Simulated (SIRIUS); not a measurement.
# Ta (Im-3m) in SIRIUS: a series of runs

Runs on Ta. Level: PW91. Tasks: equation of state.

Everything below comes from runs of SIRIUS 7.12.0. Logs are shortened: lines on timing, memory, paths and dates and some standing lists are left out, and cuts for length are marked. The log counts tension as positive stress, the text compression.

**Experimental background.**

“Pressure effects on the electronic structure and superconductivity of (TaNb)0.67(HfZrTi)0.33 high entropy alloy”, 2019, arxiv:1910.08312 quotes, for a bulk crystal of Ta: bulk modulus 194 GPa.

How close the calculation comes is told below.

## (1) Starting point

It takes space group Im-3m (No. 229, cubic). The conventional cell has a = 3.303 Å, b = 3.303 Å, c = 3.303 Å, α = 90.00°, β = 90.00°, γ = 90.00°. Ta (site symmetry m-3m) is surrounded by 8 Ta at 2.86 Å.

## (2) Equation of state, PW91, 16.93 Å³/atom (volume scaled by 0.94)

sirius.json reads:

```json
{
  "control": {
    "processing_unit": "cpu",
    "std_evp_solver_name": "lapack",
    "gen_evp_solver_name": "lapack",
    "verbosity": 2,
    "print_forces": false,
    "ortho_rf": true,
    "use_second_variation": true,
    "rmt_max": 3.0,
    "num_bands_to_print": 22,
    "save_wf": true
  },
  "parameters": {
    "electronic_structure_method": "full_potential_lapwlo",
    "xc_functionals": ["XC_GGA_X_PW91", "XC_GGA_C_PW91"],
    "core_relativity": "dirac",
    "valence_relativity": "iora",
    "num_fv_states": 22,
    "smearing": "fermi_dirac",
    "smearing_width": 0.0018374661,
    "pw_cutoff": 20,
    "gk_cutoff": 3.54,
    "lmax_apw": 11,
    "lmax_rho": 8,
    "lmax_pot": 8,
    "num_mag_dims": 0,
    "auto_rmt": 0,
    "ngridk": [11, 11, 11],
    "shiftk": [0, 0, 0],
    "num_dft_iter": 80,
    "energy_tol": 1e-07,
    "density_tol": 1e-05,
    "use_symmetry": true
  },
  "settings": {"tol_ne": 1e-10},
  "iterative_solver": {"type": "exact"},
  "mixer": {"type": "anderson", "beta": 0.5, "max_history": 8},
  "unit_cell": {
    "lattice_vectors": [
      [-3.0567660819, 3.0567660819, 3.0567660819],
      [3.0567660819, -3.0567660819, 3.0567660819],
      [3.0567660819, 3.0567660819, -3.0567660819]
    ],
    "atom_types": ["Ta"],
    "atom_files": {"Ta": "Ta.json"},
    "atoms": {"Ta": [[0.0, 0.0, 0.0]]}
  }
}
```

Ta.json reads:

```json
{
  "name": "tantalum",
  "symbol": "Ta",
  "number": 73,
  "mass": 180.94788,
  "rmin": 1e-06,
  "rmt": 2.6,
  "nrmt": 800,
  "rinf": 15.8,
  "core": "1s2s2p3s3p3d4s4p4d",
  "valence": [
    {"basis": [{"enu": 0.23, "dme": 0, "n": 0, "auto": 0}, {"enu": 0.23, "dme": 1, "n": 0, "auto": 0}]},
    {"l": 0, "n": 1, "basis": [{"enu": 0.33, "dme": 0, "n": 0, "auto": 0}]},
    {"l": 1, "n": 2, "basis": [{"enu": 0.33, "dme": 0, "n": 0, "auto": 0}]},
    {"l": 2, "n": 3, "basis": [{"enu": 0.33, "dme": 0, "n": 0, "auto": 0}]},
    {"l": 3, "n": 4, "basis": [{"enu": 0.33, "dme": 0, "n": 0, "auto": 0}]},
    {"l": 4, "n": 5, "basis": [{"enu": 0.33, "dme": 0, "n": 0, "auto": 0}]}
  ],
  "lo": [
    {"l": 0, "basis": [{"enu": 0.33, "dme": 0, "n": 0, "auto": 0}, {"enu": 0.33, "dme": 1, "n": 0, "auto": 0}]},
    {
      "l": 0,
      "basis": [{"enu": -2.2072, "dme": 0, "n": 5, "auto": 1}, {"enu": -2.2072, "dme": 1, "n": 5, "auto": 1}]
    },
    {
      "l": 0,
      "basis": [{"enu": -2.2072, "dme": 1, "n": 5, "auto": 1}, {"enu": 0.33, "dme": 0, "n": 0, "auto": 0}]
    },
    {"l": 0, "basis": [{"enu": 0.33, "dme": 0, "n": 0, "auto": 0}, {"enu": 2.6969, "dme": 0, "n": 0, "auto": 0}]},
    {"l": 1, "basis": [{"enu": 0.33, "dme": 0, "n": 0, "auto": 0}, {"enu": 0.33, "dme": 1, "n": 0, "auto": 0}]},
    {
      "l": 1,
      "basis": [{"enu": -0.9803, "dme": 0, "n": 5, "auto": 1}, {"enu": -0.9803, "dme": 1, "n": 5, "auto": 1}]
    },
    {
      "l": 1,
      "basis": [{"enu": -0.9803, "dme": 1, "n": 5, "auto": 1}, {"enu": 0.33, "dme": 0, "n": 0, "auto": 0}]
    },
    {"l": 1, "basis": [{"enu": 0.33, "dme": 0, "n": 0, "auto": 0}, {"enu": 3.0519, "dme": 0, "n": 0, "auto": 0}]},
    {"l": 2, "basis": [{"enu": 0.33, "dme": 0, "n": 0, "auto": 0}, {"enu": 0.33, "dme": 1, "n": 0, "auto": 0}]},
    {"l": 2, "basis": [{"enu": 0.33, "dme": 1, "n": 0, "auto": 0}, {"enu": 0.33, "dme": 2, "n": 0, "auto": 0}]},
    {"l": 2, "basis": [{"enu": 0.33, "dme": 0, "n": 0, "auto": 0}, {"enu": 2.6377, "dme": 0, "n": 0, "auto": 0}]},
    {"l": 3, "basis": [{"enu": 0.33, "dme": 0, "n": 0, "auto": 0}, {"enu": 0.33, "dme": 1, "n": 0, "auto": 0}]},
    {
      "l": 3,
      "basis": [{"enu": -0.4547, "dme": 0, "n": 4, "auto": 1}, {"enu": -0.4547, "dme": 1, "n": 4, "auto": 1}]
    },
    {
      "l": 3,
      "basis": [{"enu": -0.4547, "dme": 1, "n": 4, "auto": 1}, {"enu": 0.33, "dme": 0, "n": 0, "auto": 0}]
    },
    {"l": 3, "basis": [{"enu": 0.33, "dme": 0, "n": 0, "auto": 0}, {"enu": 3.762, "dme": 0, "n": 0, "auto": 0}]},
    {"l": 4, "basis": [{"enu": 0.33, "dme": 0, "n": 0, "auto": 0}, {"enu": 0.33, "dme": 1, "n": 0, "auto": 0}]},
    {"l": 4, "basis": [{"enu": 0.33, "dme": 0, "n": 0, "auto": 0}, {"enu": 3.1702, "dme": 0, "n": 0, "auto": 0}]}
  ],
  "free_atom": [... radial grid and density of the free atom, the start of the SCF ...]
}
```

sirius_start.json reads:

```json
{
  "control": {
    "processing_unit": "cpu",
    "std_evp_solver_name": "lapack",
    "gen_evp_solver_name": "lapack",
    "verbosity": 1,
    "print_forces": false,
    "ortho_rf": true,
    "use_second_variation": true,
    "rmt_max": 3.0,
    "num_bands_to_print": 22,
    "save_wf": false
  },
  "parameters": {
    "electronic_structure_method": "full_potential_lapwlo",
    "xc_functionals": ["XC_LDA_X", "XC_LDA_C_PW"],
    "core_relativity": "dirac",
    "valence_relativity": "iora",
    "num_fv_states": 22,
    "smearing": "fermi_dirac",
    "smearing_width": 0.0055123983,
    "pw_cutoff": 20,
    "gk_cutoff": 2.83,
    "lmax_apw": 11,
    "lmax_rho": 8,
    "lmax_pot": 8,
    "num_mag_dims": 0,
    "auto_rmt": 0,
    "ngridk": [4, 4, 4],
    "shiftk": [0, 0, 0],
    "num_dft_iter": 30,
    "energy_tol": 0.01,
    "density_tol": 0.05,
    "use_symmetry": true
  },
  "settings": {"tol_ne": 1e-10},
  "iterative_solver": {"type": "exact"},
  "mixer": {"type": "anderson", "beta": 0.5, "max_history": 8},
  "unit_cell": {
    "lattice_vectors": [
      [-3.0567660819, 3.0567660819, 3.0567660819],
      [3.0567660819, -3.0567660819, 3.0567660819],
      [3.0567660819, 3.0567660819, -3.0567660819]
    ],
    "atom_types": ["Ta"],
    "atom_files": {"Ta": "Ta.json"},
    "atoms": {"Ta": [[0.0, 0.0, 0.0]]}
  }
}
```

Potentials or basis: all-electron FP-LAPW, apw+lo standard.

The run is started by

```console
OMP_NUM_THREADS=1 sirius.scf --input=sirius_start.json --output=start.json
OMP_NUM_THREADS=1 sirius.scf --input=sirius.json --output=output.json --task=1
```

Standard output:

```text
[info] SIRIUS version : 7.12.0
[info] number of MPI ranks           : 1
[info] MPI grid                      : 1 1
[info] maximum number of OMP threads : 1
[fft] FFT context for density and potential
[fft] =====================================
[fft]   plane wave cutoff                     : 20
[fft]   grid size                             : 36 36 36   total : 46656
[fft]   grid limits                           : -17 18   -17 18   -17 18
[fft]   number of G-vectors within the cutoff : 15587
[fft]   number of G-shells                    : 423
[fft] FFT context for coarse grid
[fft] =====================================
[fft]   plane wave cutoff                     : 7.08
[fft]   grid size                             : 15 15 15   total : 3375
[fft]   grid limits                           : -7 7   -7 7   -7 7
[fft]   number of G-vectors within the cutoff : 675
[fft]   number of G-shells                    : 28
[unit cell] lattice vectors
[unit cell]   a1 :      -3.0567660819      3.0567660819      3.0567660819
[unit cell]   a2 :       3.0567660819     -3.0567660819      3.0567660819
[unit cell]   a3 :       3.0567660819      3.0567660819     -3.0567660819
[unit cell] reciprocal lattice vectors
[unit cell]   b1 :      -0.0000000000      1.0277504295      1.0277504295
[unit cell]   b2 :       1.0277504295     -0.0000000000      1.0277504295
[unit cell]   b3 :       1.0277504295      1.0277504295     -0.0000000000
[unit cell] unit cell volume :       114.24747450 [a.u.^3]
[unit cell] 1/sqrt(omega)    :         0.09355709
[unit cell] MT volume        :        73.62217664 (64.44%)
[unit cell] IT volume        :        40.62529787 (35.56%)
[unit cell] number of atom types : 1
[unit cell] type id : 0 symbol : Ta mt_radius :   2.600000 num_atoms : 1
[unit cell] total number of atoms : 1
[unit cell] number of symmetry classes : 1
[... 328 lines left out ...]
[diagonalize] ik:    2   -2.022250   -0.784195   -0.772757   -0.767785   -0.247174   -0.246812   -0.246763   -0.245476   -0.245210   -0.245058   -0.243573    0.193300    0.431719    0.445957    0.519825    0.564277    0.594350    1.018048    1.077885    1.091396    1.240789    1.291977
[diagonalize] ik:    3   -2.020692   -0.799079   -0.777508   -0.767906   -0.247041   -0.246391   -0.246227   -0.245722   -0.245703   -0.245098   -0.243919    0.239437    0.406421    0.432002    0.573034    0.585244    0.602018    0.989472    1.062161    1.177685    1.250064    1.322385
[diagonalize] ik:    4   -2.019251   -0.812107   -0.781790   -0.768023   -0.247026   -0.246697   -0.246321   -0.245683   -0.245194   -0.245041   -0.244056    0.264686    0.386067    0.453791    0.588723    0.615332    0.665091    0.928291    0.975004    1.194934    1.297382    1.336731
[diagonalize] ...
[diagonalize] ik:   51   -2.015494   -0.808299   -0.801755   -0.791052   -0.247302   -0.246579   -0.246425   -0.246052   -0.244876   -0.244697   -0.244395    0.319383    0.329846    0.491767    0.591889    0.677970    0.816456    0.842245    0.917828    1.201915    1.248173    1.293292
[diagonalize] ik:   52   -2.015650   -0.803760   -0.797788   -0.797788   -0.247134   -0.246653   -0.246177   -0.246177   -0.244937   -0.244650   -0.244650    0.318770    0.324380    0.565128    0.565128    0.646541    0.660014    0.986543    0.986543    1.104798    1.294163    1.329074
[diagonalize] ik:   53   -2.014982   -0.806565   -0.800611   -0.798485   -0.247486   -0.246561   -0.246349   -0.246252   -0.244678   -0.244454   -0.244409    0.303988    0.311010    0.584459    0.585067    0.699099    0.738168    0.877032    0.906189    1.150653    1.283713    1.304612
[diagonalize] ik:   54   -2.014660   -0.804805   -0.804805   -0.798962   -0.247654   -0.246445   -0.246445   -0.246340   -0.244466   -0.244466   -0.244288    0.298922    0.298922    0.583771    0.670100    0.670100    0.823427    0.823427    0.830497    1.135526    1.302443    1.302443
[diagonalize] ik:   55   -2.014350   -0.804313   -0.803489   -0.803489   -0.247809   -0.246480   -0.246409   -0.246409   -0.244336   -0.244296   -0.244296    0.288241    0.290317    0.666901    0.666901    0.698792    0.754314    0.824418    0.824418    1.082455    1.318505    1.329433
[generate_core_charge_density] atom class : 0
[generate_core_charge_density]   n,l,k : 1 0 1  energy :       -2472.10067571
[generate_core_charge_density]   n,l,k : 2 0 1  energy :        -423.91456348
[generate_core_charge_density]   n,l,k : 2 1 1  energy :        -405.08697117
[generate_core_charge_density]   n,l,k : 2 1 2  energy :        -358.38665072
[generate_core_charge_density]   n,l,k : 3 0 1  energy :         -96.59595140
[generate_core_charge_density]   n,l,k : 3 1 1  energy :         -88.23414489
[generate_core_charge_density]   n,l,k : 3 1 2  energy :         -78.18007226
[generate_core_charge_density]   n,l,k : 3 2 2  energy :         -64.07154231
[generate_core_charge_density]   n,l,k : 3 2 3  energy :         -61.88178100
[generate_core_charge_density]   n,l,k : 4 0 1  energy :         -19.16610866
[generate_core_charge_density]   n,l,k : 4 1 1  energy :         -15.71985871
[generate_core_charge_density]   n,l,k : 4 1 2  energy :         -13.40407990
[generate_core_charge_density]   n,l,k : 4 2 2  energy :          -7.74432598
[generate_core_charge_density]   n,l,k : 4 2 3  energy :          -7.31896523
[find] Total energy                   :  -15627.72017240 (Ha),  -31255.44034479 (Ry)
[find] iteration : 1, RMS (target) : 2.6813e-01 (1.0000e-05) , energy difference (target) : 1.0363e-04 (1.0000e-07)
[find] Total energy                   :  -15627.72023181 (Ha),  -31255.44046363 (Ry)
[... 21 lines left out ...]
[find] valence_eval_sum               :     -10.11313978
[find] core_eval_sum                  :   -9543.39094198
[find] kinetic energy                 :   17543.90603762
[find] enuc                           :  -19512.29155447
[find] <rho|V^{XC}>                   :    -417.33281965
[find] <rho|E^{XC}>                   :    -319.29414741
[find] <mag|B^{XC}>                   :       0.00000000
[find] <rho|V^{H}>                    :  -26680.07729989
[find] smearing (-TS)                 :      -0.00024332
[find] SCF correction                 :      -0.00191850
[find] Total energy                   :  -15627.72023270 (Ha),  -31255.44046541 (Ry)
[find] Free energy (E-TS)             :  -15627.72047603 (Ha),  -31255.44095205 (Ry)
[find] band gap (eV)                  :       0.00000000
[find] Efermi                         :       0.45195128
[find] iteration : 8, RMS (target) : 1.4052e-06 (1.0000e-05) , energy difference (target) : 7.6401e-08 (1.0000e-07)
[find] converged after 9 SCF iterations!
[find] Charges and magnetic moments
[find] --------------------------------------------------------------------------------
[find] atom      charge    core leakage
[find] --------------------------------------------------------------------------------
[find]    0   71.383625    8.335049e-07
[find] total core leakage    : 8.33504881e-07
[find] interstitial charge   : 1.616371
[find] total charge          : 72.999996
[find] Energy
[find] --------------------------------------------------------------------------------
[find] valence_eval_sum               :     -10.11313978
[find] core_eval_sum                  :   -9543.39094198
[find] kinetic energy                 :   17543.90603762
[find] enuc                           :  -19512.29155447
[find] <rho|V^{XC}>                   :    -417.33281965
[find] <rho|E^{XC}>                   :    -319.29414741
[find] <mag|B^{XC}>                   :       0.00000000
[find] <rho|V^{H}>                    :  -26680.07729989
[find] smearing (-TS)                 :      -0.00024332
[find] SCF correction                 :      -0.00191850
[find] Total energy                   :  -15627.72023270 (Ha),  -31255.44046541 (Ry)
[find] Free energy (E-TS)             :  -15627.72047603 (Ha),  -31255.44095205 (Ry)
[find] band gap (eV)                  :       0.00000000
[find] Efermi                         :       0.45195128
```

Run time: 47 s. Hardware: 1 thread of Arm Neoverse V1, shared host; peak memory 0.33 GiB.

Results:

- Free energy: -425251.9380 eV
- Band gap on the k mesh: none (metal or under the smearing width)
- All electrons inside the program's atomic spheres: Ta 71.38 (radii Ta 2.6 bohr)

## (3) Equation of state, PW91, 17.29 Å³/atom (volume scaled by 0.96)

sirius.json: that of step 2 with these lines changed.

```diff
@@ -40,5 +40,5 @@
     "lattice_vectors": [
-      [-3.0567660819, 3.0567660819, 3.0567660819],
-      [3.0567660819, -3.0567660819, 3.0567660819],
-      [3.0567660819, 3.0567660819, -3.0567660819]
+      [-3.0782933128, 3.0782933128, 3.0782933128],
+      [3.0782933128, -3.0782933128, 3.0782933128],
+      [3.0782933128, 3.0782933128, -3.0782933128]
     ],
```

Ta.json reads:

```json
{
  "name": "tantalum",
  "symbol": "Ta",
  "number": 73,
  "mass": 180.94788,
  "rmin": 1e-06,
  "rmt": 2.6,
  "nrmt": 800,
  "rinf": 15.8,
  "core": "1s2s2p3s3p3d4s4p4d",
  "valence": [
    {"basis": [{"enu": 0.22, "dme": 0, "n": 0, "auto": 0}, {"enu": 0.22, "dme": 1, "n": 0, "auto": 0}]},
    {"l": 0, "n": 1, "basis": [{"enu": 0.32, "dme": 0, "n": 0, "auto": 0}]},
    {"l": 1, "n": 2, "basis": [{"enu": 0.32, "dme": 0, "n": 0, "auto": 0}]},
    {"l": 2, "n": 3, "basis": [{"enu": 0.32, "dme": 0, "n": 0, "auto": 0}]},
    {"l": 3, "n": 4, "basis": [{"enu": 0.32, "dme": 0, "n": 0, "auto": 0}]},
    {"l": 4, "n": 5, "basis": [{"enu": 0.32, "dme": 0, "n": 0, "auto": 0}]}
  ],
  "lo": [
    {"l": 0, "basis": [{"enu": 0.32, "dme": 0, "n": 0, "auto": 0}, {"enu": 0.32, "dme": 1, "n": 0, "auto": 0}]},
    {
      "l": 0,
      "basis": [{"enu": -2.2172, "dme": 0, "n": 5, "auto": 1}, {"enu": -2.2172, "dme": 1, "n": 5, "auto": 1}]
    },
    {
      "l": 0,
      "basis": [{"enu": -2.2172, "dme": 1, "n": 5, "auto": 1}, {"enu": 0.32, "dme": 0, "n": 0, "auto": 0}]
    },
    {"l": 0, "basis": [{"enu": 0.32, "dme": 0, "n": 0, "auto": 0}, {"enu": 2.6869, "dme": 0, "n": 0, "auto": 0}]},
    {"l": 1, "basis": [{"enu": 0.32, "dme": 0, "n": 0, "auto": 0}, {"enu": 0.32, "dme": 1, "n": 0, "auto": 0}]},
    {
      "l": 1,
      "basis": [{"enu": -0.9903, "dme": 0, "n": 5, "auto": 1}, {"enu": -0.9903, "dme": 1, "n": 5, "auto": 1}]
    },
    {
      "l": 1,
      "basis": [{"enu": -0.9903, "dme": 1, "n": 5, "auto": 1}, {"enu": 0.32, "dme": 0, "n": 0, "auto": 0}]
    },
    {"l": 1, "basis": [{"enu": 0.32, "dme": 0, "n": 0, "auto": 0}, {"enu": 3.0419, "dme": 0, "n": 0, "auto": 0}]},
    {"l": 2, "basis": [{"enu": 0.32, "dme": 0, "n": 0, "auto": 0}, {"enu": 0.32, "dme": 1, "n": 0, "auto": 0}]},
    {"l": 2, "basis": [{"enu": 0.32, "dme": 1, "n": 0, "auto": 0}, {"enu": 0.32, "dme": 2, "n": 0, "auto": 0}]},
    {"l": 2, "basis": [{"enu": 0.32, "dme": 0, "n": 0, "auto": 0}, {"enu": 2.6277, "dme": 0, "n": 0, "auto": 0}]},
    {"l": 3, "basis": [{"enu": 0.32, "dme": 0, "n": 0, "auto": 0}, {"enu": 0.32, "dme": 1, "n": 0, "auto": 0}]},
    {
      "l": 3,
      "basis": [{"enu": -0.4647, "dme": 0, "n": 4, "auto": 1}, {"enu": -0.4647, "dme": 1, "n": 4, "auto": 1}]
    },
    {
      "l": 3,
      "basis": [{"enu": -0.4647, "dme": 1, "n": 4, "auto": 1}, {"enu": 0.32, "dme": 0, "n": 0, "auto": 0}]
    },
    {"l": 3, "basis": [{"enu": 0.32, "dme": 0, "n": 0, "auto": 0}, {"enu": 3.752, "dme": 0, "n": 0, "auto": 0}]},
    {"l": 4, "basis": [{"enu": 0.32, "dme": 0, "n": 0, "auto": 0}, {"enu": 0.32, "dme": 1, "n": 0, "auto": 0}]},
    {"l": 4, "basis": [{"enu": 0.32, "dme": 0, "n": 0, "auto": 0}, {"enu": 3.1602, "dme": 0, "n": 0, "auto": 0}]}
  ],
  "free_atom": [... radial grid and density of the free atom, the start of the SCF ...]
}
```

sirius_start.json: that of step 2 with these lines changed.

```diff
@@ -40,5 +40,5 @@
     "lattice_vectors": [
-      [-3.0567660819, 3.0567660819, 3.0567660819],
-      [3.0567660819, -3.0567660819, 3.0567660819],
-      [3.0567660819, 3.0567660819, -3.0567660819]
+      [-3.0782933128, 3.0782933128, 3.0782933128],
+      [3.0782933128, -3.0782933128, 3.0782933128],
+      [3.0782933128, 3.0782933128, -3.0782933128]
     ],
```

Potentials or basis: all-electron FP-LAPW, apw+lo standard.

The run is started by

```console
OMP_NUM_THREADS=1 sirius.scf --input=sirius_start.json --output=start.json
OMP_NUM_THREADS=1 sirius.scf --input=sirius.json --output=output.json --task=1
```

Wall time 45 s (1 thread of Arm Neoverse V1, shared host); peak memory 0.34 GiB.

The run converged. Its results:

```
Free energy                                       : -425251.9691 eV
Band gap on the k mesh                            : none (metal or under the smearing width)
All electrons inside the program's atomic spheres : Ta 71.33 (radii Ta 2.6 bohr)
```

(Part 1 of 3 ends here.)
